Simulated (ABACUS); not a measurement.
Here is an ABACUS 3.10.1 calculation.

INPUT

```
INPUT_PARAMETERS
suffix              PtS2
calculation         scf
basis_type          pw
pseudo_dir          ./
symmetry            1
dft_functional      pbesol
ecutwfc             84
pseudo_rcut         7
nspin               1
nbands              19
ks_solver           dav
smearing_method     fd
smearing_sigma      0.00367493
scf_thr             1e-08
scf_nmax            100
mixing_type         broyden
mixing_beta         0.7
cal_force           1
cal_stress          1
kpar                4
```

Contents of STRU:

```
ATOMIC_SPECIES
Pt 195.0840 Pt.upf
S 32.0600 S.upf

LATTICE_CONSTANT
1.8897261246

LATTICE_VECTORS
3.5432000000 0.0000000000 0.0000000000
-1.7716000000 3.0685012107 0.0000000000
0.0000000000 0.0000000000 5.0388000000

ATOMIC_POSITIONS
Direct

Pt
0.0
1
-0.0005740000 -0.0065100000 0.0100490000 1 1 1

S
0.0
2
0.6671830000 0.3310740000 0.7716870000 1 1 1
0.3350640000 0.6714820000 0.2343540000 1 1 1
```

File KPT:

```
K_POINTS
0
Gamma
9 9 5 0 0 0
```

Potentials or basis: PseudoDojo NC SR 0.4.1 PBEsol standard, plane waves.

Command:

```bash
$ OMP_NUM_THREADS=1 mpirun -np 4 abacus > log
```

Q: Predict the largest force.

A: 1.090 eV/Å.

Q: Predict the pressure.

A: 4.4 GPa.

Q: What does it give for the band gap on the k mesh?

A: 0.82 eV, indirect (least direct gap 0.95 eV).

Stress tensor (GPa, compression positive):
```
 5.27 -0.23  0.38
-0.23  4.17 -0.87
 0.38 -0.87  3.86
```

Caveat: spin-orbit coupling is left out, which moves the levels of the heavy elements; an odd mesh through Γ misses points on the zone boundary, where band edges often lie.
